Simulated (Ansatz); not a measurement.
# Ni3Ge: energy and stress against strain

This session takes Ni3Ge and sets out to strain the cell along the Voigt pattern (1, 0, 0, 0, 0, 0).

Program: Ansatz 0.2.0. Level of theory: DFT r2SCAN, scalar-relativistic, plane waves, PAW. These are calculated values, not measurements.

1 further run of the same task is left out (set aside as unsound or not needed).

### Step 1. The structure to begin with

It takes space group Pm-3m (No. 221, cubic). The conventional cell has a = 3.533 Å, b = 3.533 Å, c = 3.533 Å, α = 90.00°, β = 90.00°, γ = 90.00°. Ni (site symmetry 4/mmm) has 8 Ni at 2.50 Å and 4 Ge at 2.50 Å as nearest neighbours. Ge (site symmetry m-3m) has 12 Ni at 2.50 Å as nearest neighbours.

Coordinates:

```cif
data_structure
_symmetry_space_group_name_H-M 'Pm-3m'
_symmetry_Int_Tables_number 221
_cell_length_a 3.5326
_cell_length_b 3.5326
_cell_length_c 3.5326
_cell_angle_alpha 90.000
_cell_angle_beta 90.000
_cell_angle_gamma 90.000
_cell_volume 44.08
loop_
_atom_site_label
_atom_site_type_symbol
_atom_site_symmetry_multiplicity
_atom_site_Wyckoff_symbol
_atom_site_fract_x
_atom_site_fract_y
_atom_site_fract_z
_atom_site_occupancy
Ni1 Ni 3 c 0.50000 0.00000 0.50000 1
Ge1 Ge 1 a 0.00000 0.00000 0.00000 1
```

It goes back to an entry of the Materials Project, which need not be the stable form.

It is the result of an earlier relaxation at this level (volume 11.02 Å³/atom; gap on the mesh: none (metal)).

### Step 2. The undisturbed cell

Contents of input.yaml:

```yaml
crystal:
  lattice:
    - [3.5326168955, 0.0, 0.0]
    - [0.0, 3.5326168955, 0.0]
    - [0.0, 0.0, 3.5326168955]
  atoms:
    - { symbol: Ni, position: [0.5, 0.0, 0.5] }
    - { symbol: Ni, position: [0.0, 0.5, 0.5] }
    - { symbol: Ni, position: [0.5, 0.5, 0.0] }
    - { symbol: Ge, position: [0.0, 0.0, 0.0] }
basis:
  ecutwfc: 500
kpoints:
  mp_grid: { grid: [14, 14, 14] }
hamiltonian:
  xc: r2scan
scf:
  occupations: { method: gaussian, width: 0.15 }
output:
  forces: true
  stress: true
  eigenvalues: true
  write_density: true
  write_potential: true
  elf: true
  volumetric_format: npy
```

Started as:

```
ansatz run input.yaml --threads 1 --pin off --max-ram 2560MiB --backend cpu --events-out ev --progress --plain --runs-dir out
```

### Step 3. Next: energy and stress against strain

The cell is strained by ε times the Voigt pattern (1, 0, 0, 0, 0, 0) (xx, yy, zz, yz, xz, xy; engineering shear), with fractional coordinates fixed (clamped ions). The stress on the pattern is the sum of the stress components weighted by it, tension positive.

### Step 4. At ε = -0.0400

Edit input.yaml of step 2 so:

```diff
@@ -2,3 +2,3 @@
   lattice:
-    - [3.5326168955, 0.0, 0.0]
+    - [3.3913122197, 0.0, 0.0]
     - [0.0, 3.5326168955, 0.0]
@@ -22,5 +22 @@
   eigenvalues: true
-  write_density: true
-  write_potential: true
-  elf: true
-  volumetric_format: npy
```

### Step 5. At ε = 0.0300

Edit input.yaml of step 4 so:

```diff
@@ -2,3 +2,3 @@
   lattice:
-    - [3.3913122197, 0.0, 0.0]
+    - [3.6385954024, 0.0, 0.0]
     - [0.0, 3.5326168955, 0.0]
@@ -22 +22,5 @@
   eigenvalues: true
+  write_density: true
+  write_potential: true
+  elf: true
+  volumetric_format: npy
```

### Step 6. At ε = -0.0200

Edit input.yaml of step 5 so:

```diff
@@ -2,3 +2,3 @@
   lattice:
-    - [3.6385954024, 0.0, 0.0]
+    - [3.4619645576, 0.0, 0.0]
     - [0.0, 3.5326168955, 0.0]
```

### Step 7. At ε = 0.0100

Edit input.yaml of step 6 so:

```diff
@@ -2,3 +2,3 @@
   lattice:
-    - [3.4619645576, 0.0, 0.0]
+    - [3.5679430645, 0.0, 0.0]
     - [0.0, 3.5326168955, 0.0]
@@ -22,5 +22 @@
   eigenvalues: true
-  write_density: true
-  write_potential: true
-  elf: true
-  volumetric_format: npy
```

(Steps that only read results are left out.)

Q: Predict the outcome of this session. Wanted: slope of the stress at ε = 0, from the points at -0.0200, 0 and 0.0100.

**Answer**, as computed:

| quantity | value |
| --- | --- |
| slope of the stress at ε = 0, from the points at -0.0200, 0 and 0.0100 | 314 GPa |

**Reading.** From the stress slope, C11 is about 314 GPa with the ions clamped; letting the atoms relax could not make it stiffer. No sampled point lies below the undisturbed cell. The final runs have no spin polarisation, so no magnetic state was tried and one may lie lower.
